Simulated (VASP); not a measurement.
# GaP (F-43m) in VASP: settings compared, part 2 of 2

VASP 6.6.1. The steps go on from the part before.

### 4 Single point, PBE+D3(BJ)

This run uses another cell than the first one, of 20.20 Å³/atom, 1.014 times its volume.

Input file INCAR:

```
PREC = Accurate
ENCUT = 520
EDIFF = 1E-7
ISMEAR = 0
SIGMA = 0.01
LREAL = F
LASPH = T
NELM = 100
ALGO = Fast
ISIF = 2
LWAVE = F
LCHARG = T
GGA = PE
IVDW = 12
LELF = T
LVHAR = T
NBANDS = 16
```

Input file KPOINTS:

```
regular mesh
0
Gamma
  6 6 6
```

Input file POSCAR:

```
GaP
1.0
    0.0000000000      2.7232150916      2.7232150916
    2.7232150916      0.0000000000      2.7232150916
    2.7232150916      2.7232150916      0.0000000000
Ga P
1 1
Direct
    0.0000000000      0.0000000000      0.0000000000
    0.2500000000      0.2500000000      0.2500000000
```

Potentials or basis: VASP PAW PBE potentials, release 64 (Ga_d, P).

Launch:

```bash
$ cat potpaw_PBE.64/Ga_d/POTCAR potpaw_PBE.64/P/POTCAR > POTCAR
$ mpirun -np 1 vasp_std > vasp.out
```

OUTCAR:

```text
PREC = Accurate
   ENCUT = 520
   EDIFF = 1E-7
   ISMEAR = 0
   LREAL = F
   LASPH = T
   NELM = 100
   ISIF = 2
   GGA = PE
   IVDW = 12
 IVDW          = 12

 ion  position               nearest neighbor table
   1  0.000  0.000  0.000-   2 2.36   2 2.36   2 2.36   2 2.36
   2  0.250  0.250  0.250-   1 2.36   1 2.36   1 2.36   1 2.36

  LATTYP: Found a face centered cubic cell.
 ALAT       =     5.4464301832

  Lattice vectors:

 A1 = (   0.0000000000,   2.7232150916,   2.7232150916)
 A2 = (   2.7232150916,   0.0000000000,   2.7232150916)
 A3 = (   2.7232150916,   2.7232150916,   0.0000000000)

Analysis of symmetry for initial positions (statically):
=====================================================================
 Subroutine PRICEL returns:
 Original cell was already a primitive cell.

 Routine SETGRP: Setting up the symmetry group for a
 face centered cubic supercell.

 Subroutine GETGRP returns: Found 24 space group operations
 (whereof 24 operations were pure point group operations)
 out of a pool of 48 trial point group operations.

The static configuration has the point symmetry T_d .

Analysis of symmetry for dynamics (positions and initial velocities):
=====================================================================
 Subroutine PRICEL returns:
 Original cell was already a primitive cell.

 Routine SETGRP: Setting up the symmetry group for a
 face centered cubic supercell.

 Subroutine GETGRP returns: Found 24 space group operations
 (whereof 24 operations were pure point group operations)
 out of a pool of 48 trial point group operations.

The dynamic configuration has the point symmetry T_d .

 Subroutine INISYM returns: Found 24 space group operations
 (whereof 24 operations are pure point group operations),
 and found     1 'primitive' translations

[... 105 lines left out ...]
     AMIX_MAG =   1.60;   BMIX_MAG =  1.00
  volume/ion in A,a.u.               =      20.20       136.28
  Fermi-wavevector in a.u.,A,eV,Ry     =   1.250471  2.363048 21.275137  1.563678
  Thomas-Fermi vector in A             =   2.384464
   LORBIT       =      0    0 simple, 1 ext, 2 COOP (PROOUT), +10 PAW based schemes
   GGA     = PE    functional components
   LHFCALC =     F    Hartree Fock is set to
   AEXX    =    0.0000 exact exchange contribution
   IVDW    =    12    specifies the selected vdW correction
   LEPSILON=     F    determine dielectric tensor
   LRPA    =     F    only Hartree local field effects (RPA)
 non-spin polarized calculation
 RMM-DIIS sequential band-by-band and
 Gauss-broadening in eV      SIGMA  =   0.01
  energy-cutoff  :      520.00
  volume of cell :       40.39
 maximum number of plane-waves:      1106
 NGX is ok and might be reduce to    30
   NGX = 15   NGY = 15   NGZ = 15

 number of electron      17.9999988 magnetization

 Free energy of the ion-electron system (eV)
  ---------------------------------------------------
  ext. energy  EPLUGINS =         0.00000000
  ---------------------------------------------------
  free energy    TOTEN  =        -9.10089512 eV

  energy without entropy =       -9.10089512  energy(sigma->0) =       -9.10089512

 E-fermi :   4.7963     XC(G=0):  -9.8401

 val. band max:        4.6818856744   @ k =   0.0000   0.0000   0.0000
 cond. band min:       6.3282643658   @ k =   0.5000   0.5000   0.0000
 fundamental gap:      1.6463786914
 Fermi energy:         4.7962860718

 k-point     1 :       0.0000    0.0000    0.0000
  band No.  band energies     occupation
      1      -9.8803      2.00000
      2      -9.8803      2.00000
      3      -9.8803      2.00000
      4      -9.7801      2.00000
      5      -9.7801      2.00000
      6      -7.8280      2.00000
[... 281 lines left out ...]
      3      -9.8198      2.00000
      4      -9.8008      2.00000
      5      -9.7668      2.00000
      6      -4.7813      2.00000
[... 8 lines left out ...]
     15      16.5961      0.00000
     16      18.3519      0.00000

------------------------ aborting loop because EDIFF is reached ----------------------------------------

 Edisp (eV)   -0.63453

 E8    (eV) :    -0.2691

  FORCE on cell =-STRESS in cart. coord.  units (eV):
  Direction    XX          YY          ZZ          XY          YZ          ZX
  --------------------------------------------------------------------------------------
  -------------------------------------------------------------------------------------
  Total      -0.00665    -0.00665    -0.00665    -0.00000     0.00000    -0.00000
  in kB      -0.26384    -0.26384    -0.26384    -0.00000     0.00000    -0.00000
  external pressure =       -0.26 kB  Pullay stress =        0.00 kB

 VOLUME and BASIS-vectors are now :
 -----------------------------------------------------------------------------
  energy-cutoff  :      520.00
  volume of cell :       40.39
      direct lattice vectors                 reciprocal lattice vectors
     0.000000000  2.723215092  2.723215092    -0.183606503  0.183606503  0.183606503
     2.723215092  0.000000000  2.723215092     0.183606503 -0.183606503  0.183606503
     2.723215092  2.723215092  0.000000000     0.183606503  0.183606503 -0.183606503

 POSITION                                       TOTAL-FORCE (eV/Angst)
 -----------------------------------------------------------------------------------
      0.00000      0.00000      0.00000        -0.000000     -0.000000     -0.000000
      1.36161      1.36161      1.36161         0.000000      0.000000      0.000000
 -----------------------------------------------------------------------------------
    total drift:                                0.000002      0.000002      0.000002

  FREE ENERGIE OF THE ION-ELECTRON SYSTEM (eV)
  ---------------------------------------------------
  free  energy   TOTEN  =        -9.7354281250 eV

  energy  without entropy=       -9.7354281250  energy(sigma->0) =       -9.73542812
```

OSZICAR:

```text
N       E                     dE             d eps       ncg     rms          rms(c)
DAV:   1     0.769413502682E+02    0.76941E+02   -0.88873E+03   544   0.158E+03
DAV:   2    -0.352912475072E+01   -0.80470E+02   -0.77166E+02   568   0.305E+02
DAV:   3    -0.928807991974E+01   -0.57590E+01   -0.57428E+01   672   0.636E+01
DAV:   4    -0.937312526886E+01   -0.85045E-01   -0.85029E-01   624   0.828E+00
DAV:   5    -0.937484260720E+01   -0.17173E-02   -0.17173E-02   656   0.998E-01    0.426E+00
RMM:   6    -0.912731876670E+01    0.24752E+00   -0.27226E-01   746   0.417E+00    0.272E+00
RMM:   7    -0.910003203881E+01    0.27287E-01   -0.12275E-01   721   0.158E+00    0.121E+00
RMM:   8    -0.910028268935E+01   -0.25065E-03   -0.17651E-02   784   0.116E+00    0.160E-01
RMM:   9    -0.910070155124E+01   -0.41886E-03   -0.31477E-03   809   0.519E-01    0.614E-02
RMM:  10    -0.910089485939E+01   -0.19331E-03   -0.55375E-04   826   0.210E-01    0.233E-02
RMM:  11    -0.910089154949E+01    0.33099E-05   -0.15810E-04   831   0.865E-02    0.132E-02
RMM:  12    -0.910089472826E+01   -0.31788E-05   -0.30434E-05   852   0.405E-02    0.576E-03
RMM:  13    -0.910089505938E+01   -0.33112E-06   -0.55559E-06   816   0.190E-02    0.283E-03
RMM:  14    -0.910089513409E+01   -0.74714E-07   -0.11776E-06   741   0.940E-03    0.785E-04
RMM:  15    -0.910089512017E+01    0.13923E-07   -0.28713E-07   561   0.513E-03
   1 F= -.97354281E+01 E0= -.97354281E+01  d E =-.113636E-60
```

Run time: 21 s. Hardware: 1 thread of Intel Xeon Platinum 8259CL at 2.50GHz (Skylake/Cascade Lake), shared host; peak memory 0.17 GiB.

Results:

- Free energy: -9.7354 eV
- Pressure: 0.0 GPa
- Band gap on the k mesh: 1.65 eV, indirect (least direct gap 1.84 eV)
- Dispersion energy per atom: -0.317 eV

### 5 Relaxation of cell and atoms, PBE+D3(BJ)

This run uses another cell than the first one, of 20.24 Å³/atom, 1.017 times its volume.

Input file INCAR:

```
ALGO = Fast
EDIFF = 1E-6
EDIFFG = -0.01
ENCUT = 600
GGA = PE
IBRION = 2
ISIF = 3
ISMEAR = 0
IVDW = 12
LASPH = True
LCHARG = False
LREAL = False
LWAVE = False
NELM = 100
NSW = 80
PREC = Accurate
SIGMA = 0.01
```

Input file KPOINTS:

```
k-points
0
Gamma
  6 6 6
```

Input file POSCAR:

```
GaP
1.0
    0.0000000000      2.7252500000      2.7252500000
    2.7252500000      0.0000000000      2.7252500000
    2.7252500000      2.7252500000      0.0000000000
Ga P
1 1
Direct
    0.0000000000      0.0000000000      0.0000000000
    0.2500000000      0.2500000000      0.2500000000
```

Launch:

```bash
$ cat potpaw_PBE.64/Ga_d/POTCAR potpaw_PBE.64/P/POTCAR > POTCAR
$ mpirun -np 1 vasp_std > vasp.out
```

It took 19 s on 1 thread of Intel Xeon Platinum 8259CL at 2.50GHz (Skylake/Cascade Lake), shared host; peak memory 0.19 GiB.

Results (log left out):

- Free energy: -9.7354 eV
- Relaxed volume: 20.17 Å³/atom
- Relaxed cell: a = 3.849 Å, b = 3.849 Å, c = 3.849 Å, α = 60.00°, β = 60.00°, γ = 60.00°
- Space group after relaxing (to 0.05 Å): F-43m (No. 216)
- Energy gained by relaxing: 0.0 meV/atom
- Ionic steps: 2
- Pressure after relaxing: 0.1 GPa
- Band gap on the k mesh: 1.64 eV, indirect (least direct gap 1.86 eV)
- Dispersion energy per atom: -0.318 eV

Final structure:
```
Ga P
1.0
     0.00000    2.72196    2.72196
     2.72196    0.00000    2.72196
     2.72196    2.72196    0.00000
Ga P
1 1
Direct
  0.00000 0.00000 0.00000
  0.25000 0.25000 0.25000
```

Levels at points of the mesh, in eV from the valence-band top:
```csv
k point,band 5,band 6,band 7,band 8,band 9,band 10,band 11,band 12,band 13
"(0.00, 0.00, 0.00)",-14.46,-12.52,0.00,0.00,0.00,1.86,3.88,3.88,3.88
"(0.50, 0.00, 0.00)",-14.46,-10.44,-6.65,-1.12,-1.12,1.68,4.72,4.72,8.29
"(0.50, 0.50, 0.00)",-14.44,-9.54,-6.77,-2.70,-2.70,1.64,1.82,10.62,10.71
```

A k mesh can miss the band edges.

### 6 The runs side by side

```tsv
task	level	cell	cutoff (eV)	gap on the mesh (eV)	pressure (GPa)	relaxed volume (Å³/atom)
single point	revPBE+D3(BJ)	F-43m, 19.91 Å³/atom	520	1.69	-0.1	-
relaxation of cell and atoms	revPBE+D3(BJ)	relaxed	600	1.68	0.0	19.87
single point	PBE+D3(BJ)	F-43m, 20.2 Å³/atom	520	1.65	0.0	-
relaxation of cell and atoms	PBE+D3(BJ)	relaxed	600	1.64	0.1	20.17
```

Alike in all rows: potentials or basis VASP PAW PBE potentials, release 64 (Ga_d, P); no spin polarisation; k mesh 6 × 6 × 6; smearing gaussian 0.01 eV.

Caveats: the PAW data sets were made with another functional, which shifts forces and pressure a little (some runs).

Absolute energies hang on the potentials; compare differences alone.

### 7 How close it comes

Step 2. A measured gap of GaP is 2.34 eV (indirect; 10 K; quoted in “Stacking defects in GaP nanowires: Electronic structure and optical properties”, 2018, arxiv:1810.01194); the calculated 1.69 eV misses it by -0.65 eV. Spin-orbit coupling on Ga is left out. The value is that of revPBE+D3(BJ) on a finite k mesh, which can miss the band edges, without temperature or zero-point motion. Semilocal functionals fall short of measured gaps as a rule.

Step 4. Against the measured gap of GaP, 2.34 eV (indirect; 10 K; quoted in “Stacking defects in GaP nanowires: Electronic structure and optical properties”, 2018, arxiv:1810.01194), the calculated 1.65 eV is off by -0.69 eV. Spin-orbit coupling on Ga is left out. The value is that of PBE+D3(BJ) on a finite k mesh, which can miss the band edges, without temperature or zero-point motion. Semilocal functionals fall short of measured gaps as a rule.
